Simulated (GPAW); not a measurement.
Set up this calculation in GPAW 26.7.0, as an ASE script.

```yaml
Task: relaxation of cell and atoms
Functional: RPBE
Dispersion: D3(BJ)
Potentials_or_basis: the program's PAW data sets (release 1.2.1) made for this functional
Cutoff: 800 eV
Basis: pw
k_mesh: 13 × 13 × 13
Occupations: fermi-dirac, width 0.05 eV
Spin: no spin polarisation
Maxiter: 150
Optimizer: LBFGS
Fmax: 0.02 eV/Å
Max_steps: 60
Convergence: density=1e-05 forces=0.0001
```

Crystal: BN.

```
CELL_PARAMETERS angstrom
0.00000 1.81300 1.81300
1.81300 0.00000 1.81300
1.81300 1.81300 0.00000
ATOMIC_POSITIONS crystal
N 0.25000 0.25000 0.25000
B 0.00000 0.00000 0.00000
```

The cell is a database's computed one.

The input as run:

run.py

```python
from ase import Atoms
from ase.calculators.mixing import SumCalculator
from ase.filters import FrechetCellFilter
from ase.io import write
from ase.optimize import LBFGS
from dftd3.ase import DFTD3
from gpaw import GPAW, PW

atoms = Atoms(['N', 'B'],
              cell=[[0.0, 1.813001, 1.813001],
                    [1.813001, 0.0, 1.813001],
                    [1.813001, 1.813001, 0.0]],
              scaled_positions=[[0.25, 0.25, 0.25],
                                [0.0, 0.0, 0.0]],
              pbc=True)

calc = GPAW(mode=PW(800),
            xc='RPBE',
            kpts={'size': (13, 13, 13), 'gamma': True},
            occupations={'name': 'fermi-dirac', 'width': 0.05},
            nbands=11,
            convergence={'density': 1e-05, 'forces': 0.0001},
            maxiter=150,
            txt='gpaw.txt')
atoms.calc = SumCalculator([calc, DFTD3(method='rpbe', damping='d3bj')])
opt = LBFGS(FrechetCellFilter(atoms), trajectory='relax.traj', logfile='-')
done = opt.run(fmax=0.02, steps=60)
calc.write('gs.gpw')
write('result.traj', atoms)
print('Converged:', done)
print('Cell:', atoms.cell.cellpar().round(4))
print('Volume:', round(atoms.get_volume(), 4))
print(atoms.get_scaled_positions().round(5))
```

Potentials or basis: the program's PAW data sets (release 1.2.1) made for this functional, pw.

Launch:

```sh
$ OMP_NUM_THREADS=1 python run.py
```

Results of the run:

```yaml
Relaxed_volume: 5.71 Å³/atom
Relaxed_cell: a = 2.528 Å, b = 2.528 Å, c = 2.528 Å, α = 60.00°, β = 60.00°, γ = 60.00°
Space_group_after_relaxing_to_0.05_Å: F-43m (No. 216)
Energy_gained_by_relaxing: 10.2 meV/atom
Ionic_steps: 3
Pressure_after_relaxing: 0.4 GPa
Band_gap_on_the_k_mesh: 4.61 eV, indirect (least direct gap 9.05 eV)
Dispersion_energy_per_atom: -0.678 eV
```

Caveat: later steps reuse the first step's grids; an odd mesh through Γ misses points on the zone boundary, where band edges often lie.

Run time: 32 s on 1 thread of Arm Neoverse V2, on a shared host, peak memory 0.17 GiB.
